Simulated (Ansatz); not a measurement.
Space group Fmmm (No. 69). a = 4.480 Å, b = 4.496 Å, c = 7.536 Å, α = 90.00°, β = 90.00°, γ = 90.00°
| atom | site | symmetry | x | y | z |
| --- | --- | --- | --- | --- | --- |
| I | 4a | mmm | 0.0000 | 0.0000 | 0.0000 |

Equation of state of this I structure (not necessarily the ground state), with shape and atoms relaxed at each volume where symmetry leaves them free. It has no gap at any of these volumes. These are results of DFT PBEsol, scalar-relativistic, plane waves, PAW (Ansatz 0.2.0), not measurements.

Settings: cutoff 420 eV, Γ-centred mesh 14×14×14 on the computed 1-atom cell, Gaussian smearing of 0.10 eV; no spin polarisation.

| V (Å³/atom) | E − E(largest V) (meV/atom) | P (GPa) |
| --- | --- | --- |
| 35.670 | 1.85 | 0.90 |
| 36.808 | -2.31 | 0.35 |
| 37.947 | -3.46 | -0.03 |
| 39.085 | -2.46 | -0.26 |
| 40.223 | 0.00 | -0.42 |

Q: Fit a third-order Birch–Murnaghan equation to E(V).

A: V0 = 37.92 Å³/atom, B0 = 10 GPa, B0' = 11.0. B0' is unusual or poorly fixed by this range.

Spin-orbit coupling is left out, which matters for the bands of heavy elements. The cell holds layers, and where no dispersion correction was added their binding is poorly described. Spin polarisation was left out, and a magnetic state may lie lower.

This form isn't the element's structure at ambient conditions.